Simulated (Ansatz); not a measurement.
Crystal: Si3N4.

```xyz
7
Lattice="4.1308 0.0000 0.0000 0.0000 4.1308 0.0000 0.0000 0.0000 4.1308" Properties=species:S:1:pos:R:3 pbc="T T T"
Si    0.0000    0.0000    2.0654
Si    2.0654    0.0000    0.0000
Si    0.0000    2.0654    0.0000
N     0.9894    0.9894    3.1414
N     3.1414    3.1414    3.1414
N     0.9894    3.1414    0.9894
N     3.1414    0.9894    0.9894
```

The cell was built by a generator and needn't be a form met in nature.

Base run:

```yaml
Program: Ansatz 0.2.0
Functional: PBE
Potentials_or_basis: Ansatz NC
Cutoff: "1240 eV (not typed: the program's choice for these potentials)"
k_mesh: 7 × 7 × 7
Occupations: fermi-dirac, width 0.05 eV
Spin: no spin polarisation
```

Its results: band gap on the k mesh 2.73 eV, indirect (least direct gap 2.91 eV); pressure 0.4 GPa.

**Question.** The run is repeated on the same cell with these changes: functional from PBE to PBEsol; potentials or basis from Ansatz NC to Ansatz PAW; cutoff from 1240 eV (not typed: the program's choice for these potentials) to 420 eV (not typed: the program's choice for these potentials). What comes out?

**Answer.** Band gap on the k mesh 2.62 eV, indirect (least direct gap 2.81 eV); pressure -4.1 GPa.

Caveats: the PAW data sets come from PBE, with cores solved anew for the run's functional, which leaves a small shift of forces and pressure (some runs).
